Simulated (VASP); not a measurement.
# Ag (Fm-3m) in VASP: settings compared, part 2 of 2

VASP 6.6.1.

## (3) Relaxation of cell and atoms, r2SCAN

INCAR reads:

```
SYSTEM = Ag
PREC = Accurate
ENCUT = 600
EDIFF = 1E-6
ISMEAR = 1
SIGMA = 0.1
LREAL = .FALSE.
LASPH = .TRUE.
NELM = 80
ALGO = Normal
ISIF = 3
LWAVE = .FALSE.
LCHARG = .FALSE.
METAGGA = R2SCAN
LMIXTAU = .TRUE.
IBRION = 2
NSW = 90
EDIFFG = -0.01
```

KPOINTS reads:

```
Automatic mesh
0
G
  16 16 16
  0 0 0
```

POSCAR reads:

```
Ag
1.0
    0.0000000000      2.0427500000      2.0427500000
    2.0427500000      0.0000000000      2.0427500000
    2.0427500000      2.0427500000      0.0000000000
Ag
1
Direct
    0.0000000000      0.0000000000      0.0000000000
```

Potentials or basis: VASP PAW PBE potentials, release 64 (Ag).

Launch:

```bash
$ cat potpaw_PBE.64/Ag/POTCAR > POTCAR
$ mpirun -np 1 vasp_std > vasp.out
```

OUTCAR:

```text
SYSTEM = Ag
   PREC = Accurate
   ENCUT = 600
   EDIFF = 1E-6
   ISMEAR = 1
   LREAL = .FALSE.
   LASPH = .TRUE.
   NELM = 80
   ISIF = 3
   METAGGA = R2SCAN
   IBRION = 2
   NSW = 90
   EDIFFG = -0.01

 ion  position               nearest neighbor table
   1  0.000  0.000  0.000-

  LATTYP: Found a face centered cubic cell.
 ALAT       =     4.0855000000

  Lattice vectors:

 A1 = (   0.0000000000,   2.0427500000,   2.0427500000)
 A2 = (   2.0427500000,   0.0000000000,   2.0427500000)
 A3 = (   2.0427500000,   2.0427500000,   0.0000000000)

Analysis of symmetry for initial positions (statically):
=====================================================================
 Subroutine PRICEL returns:
 Original cell was already a primitive cell.

 Routine SETGRP: Setting up the symmetry group for a
 face centered cubic supercell.

 Subroutine GETGRP returns: Found 48 space group operations
 (whereof 48 operations were pure point group operations)
 out of a pool of 48 trial point group operations.

The static configuration has the point symmetry O_h .

Analysis of symmetry for dynamics (positions and initial velocities):
=====================================================================
 Subroutine PRICEL returns:
 Original cell was already a primitive cell.

 Routine SETGRP: Setting up the symmetry group for a
 face centered cubic supercell.

 Subroutine GETGRP returns: Found 48 space group operations
 (whereof 48 operations were pure point group operations)
 out of a pool of 48 trial point group operations.

The dynamic configuration has the point symmetry O_h .

 Subroutine INISYM returns: Found 48 space group operations
 (whereof 48 operations are pure point group operations),
 and found     1 'primitive' translations

----------------------------------------------------------------------------------------

[... 127 lines left out ...]
   NGX = 11   NGY = 11   NGZ = 11

--------------------------------------- Ionic step        1  -------------------------------------------

 number of electron      10.9999999 magnetization

 Free energy of the ion-electron system (eV)
  ---------------------------------------------------
  ext. energy  EPLUGINS =         0.00000000
  ---------------------------------------------------
  free energy    TOTEN  =       -21.35693287 eV

  energy without entropy =      -21.35644809  energy(sigma->0) =      -21.35677128

------------------------ aborting loop because EDIFF is reached ----------------------------------------

  FORCE on cell =-STRESS in cart. coord.  units (eV):
  Direction    XX          YY          ZZ          XY          YZ          ZX
  --------------------------------------------------------------------------------------
  -------------------------------------------------------------------------------------
  Total        0.1756978      0.1756978      0.1756978      0.0000000      0.0000000     -0.0000000
  in kB       16.5120593     16.5120593     16.5120593      0.0000000      0.0000000     -0.0000000
  external PRESSURE =      16.5120593 kB  Pullay stress =       0.0000000 kB
[... 57 lines left out ...]
--------------------------------------- Ionic step        3  -------------------------------------------

 number of electron      10.9999999 magnetization

 Free energy of the ion-electron system (eV)
  ---------------------------------------------------
  ext. energy  EPLUGINS =         0.00000000
  ---------------------------------------------------
  free energy    TOTEN  =       -21.35823624 eV

  energy without entropy =      -21.35773428  energy(sigma->0) =      -21.35806892

 E-fermi :   8.1741     XC(G=0): -12.8638

 val. band max:        8.1444267666   @ k =   0.5000   0.0625   0.0000
 cond. band min:       8.1807687238   @ k =   0.5000   0.1875   0.0625
 fundamental gap:      0.0363419572
 Fermi energy:         8.1740828626

 k-point     1 :       0.0000    0.0000    0.0000
  band No.  band energies     occupation
      1       0.3812      2.00000
      2       3.1425      2.00000
      3       3.1425      2.00000
      4       3.1425      2.00000
      5       4.1600      2.00000
      6       4.1600      2.00000
      7      24.8450      0.00000
      8      28.4783      0.00000
      9      28.4783      0.00000
[... 265 lines left out ...]
 k-point    24 :      -0.0625    0.0625    0.0000
  band No.  band energies     occupation
      1       0.7083      2.00000
      2       3.0577      2.00000
      3       3.2225      2.00000
      4       3.2522      2.00000
      5       4.0817      2.00000
      6       4.1810      2.00000
      7      24.7952      0.00000
      8      26.3995      0.00000
      9      27.8250      0.00000

 [... further k-points ...]

------------------------ aborting loop because EDIFF is reached ----------------------------------------

  FORCE on cell =-STRESS in cart. coord.  units (eV):
  Direction    XX          YY          ZZ          XY          YZ          ZX
  --------------------------------------------------------------------------------------
  -------------------------------------------------------------------------------------
  Total        0.0054410      0.0054410      0.0054410      0.0000000      0.0000000      0.0000000
  in kB        0.5036722      0.5036722      0.5036722      0.0000000      0.0000000      0.0000000
  external PRESSURE =       0.5036722 kB  Pullay stress =       0.0000000 kB
[... 16 lines left out ...]
  FREE ENERGIE OF THE ION-ELECTRON SYSTEM (eV)
  ---------------------------------------------------
  free  energy   TOTEN  =       -21.3582362383 eV

  energy  without entropy=      -21.3577342832  energy(sigma->0) =      -21.35806892

 reached required accuracy - stopping structural energy minimisation
```

CONTCAR:

```text
Ag
   1.00000000000000
     0.0000000000000000    2.0530694953982866    2.0530694953982866
     2.0530694953982866    0.0000000000000000    2.0530694953982866
     2.0530694953982866    2.0530694953982866   -0.0000000000000000
  Ag
     1
Direct
     0.0000000000000000    0.0000000000000000    0.0000000000000000

  0.00000000E+00  0.00000000E+00  0.00000000E+00
```

Wall time 2.1 min (1 thread of AMD EPYC 9R45 (Zen 5), shared host); peak memory 0.15 GiB.

What came out:

| Item | Value |
| --- | --- |
| Free energy | -21.3582 eV |
| Relaxed volume | 17.31 Å³/atom |
| Relaxed cell | a = 2.903 Å, b = 2.903 Å, c = 2.903 Å, α = 60.00°, β = 60.00°, γ = 60.00° |
| Space group after relaxing (to 0.05 Å) | Fm-3m (No. 225) |
| Energy gained by relaxing | 1.3 meV/atom |
| Ionic steps | 3 |
| Pressure after relaxing | 0.1 GPa |
| Band gap on the k mesh | none (metal or under the smearing width) |

The path:
| step | energy change (eV) | largest force (eV/Å) | pressure (GPa) | volume (Å³) |
| --- | --- | --- | --- | --- |
| 1 | 0.0000 | 0.0000 | 1.65 | 17.05 |
| 2 | -0.0007 | 0.0000 | -0.99 | 17.49 |
| 3 | -0.0013 | 0.0000 | 0.05 | 17.31 |

Final structure:
```yaml
crystal:
  lattice:
    - [0.00000, 2.05307, 2.05307]
    - [2.05307, 0.00000, 2.05307]
    - [2.05307, 2.05307, 0.00000]
  atoms:
    - { symbol: Ag, position: [0.00000, 0.00000, 0.00000] }
```

Caveat: the PAW data sets were made with another functional, which shifts forces and pressure a little. Zero-point motion and thermal expansion aren't in these numbers.
